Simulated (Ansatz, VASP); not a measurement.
**Ti in VASP and in Ansatz**

File INCAR:

```
ALGO = Normal
EDIFF = 1E-7
ENCUT = 520
GGA = PS
ISIF = 2
ISMEAR = -1
LASPH = True
LCHARG = False
LREAL = False
LWAVE = False
NBANDS = 12
NELM = 60
PREC = Accurate
SIGMA = 0.08
```

KPOINTS

```
k-points
0
Gamma
  17 17 17
```

Contents of POSCAR:

```
Ti
1.0
   -1.6188216056      1.6188216056      1.6188216056
    1.6188216056     -1.6188216056      1.6188216056
    1.6188216056      1.6188216056     -1.6188216056
Ti
1
Direct
    0.0000000000      0.0000000000      0.0000000000
```

Input for Ansatz:

```yaml
crystal:
  lattice:
    - [-1.6188216056, 1.6188216056, 1.6188216056]
    - [1.6188216056, -1.6188216056, 1.6188216056]
    - [1.6188216056, 1.6188216056, -1.6188216056]
  atoms:
    - { symbol: Ti, position: [0.0, 0.0, 0.0] }
kpoints:
  mp_grid: { grid: [17, 17, 17] }
  band_path:
    path:
      - [0.0, 0.0, 0.0]
      - [0.5, -0.5, 0.5]
      - [0.0, 0.0, 0.5]
      - [0.0, 0.0, 0.0]
      - [0.25, 0.25, 0.25]
      - [0.5, -0.5, 0.5]
      - [0.25, 0.25, 0.25]
      - [0.0, 0.0, 0.5]
    npoints: 5
scf:
  occupations: { method: fermi_dirac, width: 0.08 }
hamiltonian:
  xc: pbesol
  pseudopotentials: { kind: all_electron, lapw: { basis_error: 0.001 } }
output:
  forces: true
  stress: true
  eigenvalues: true
```

Change from the starting cell: volume scaled by 0.96.

Alike in both runs: task single point; functional PBEsol; k mesh 17 × 17 × 17; occupations fermi-dirac, width 0.08 eV; no spin polarisation.

```csv
,VASP,Ansatz
version,VASP 6.6.1,Ansatz 0.2.0
potentials or method,"VASP PAW PBE potentials, release 64 (Ti_sv)","all-electron LAPW, scalar-relativistic"
plane-wave cutoff (eV),520,see its input
```

Ansatz gave:

| Property | Result |
| --- | --- |
| pressure (GPa) | -2.6 |

Task: What did VASP give for the same quantities?

Result: Pressure (GPa): -2.8.

Ansatz ran all-electron here, so the differences hold the error of VASP's frozen core and of both bases.

Caveats: the PAW data sets were made with another functional, which shifts forces and pressure a little (VASP).
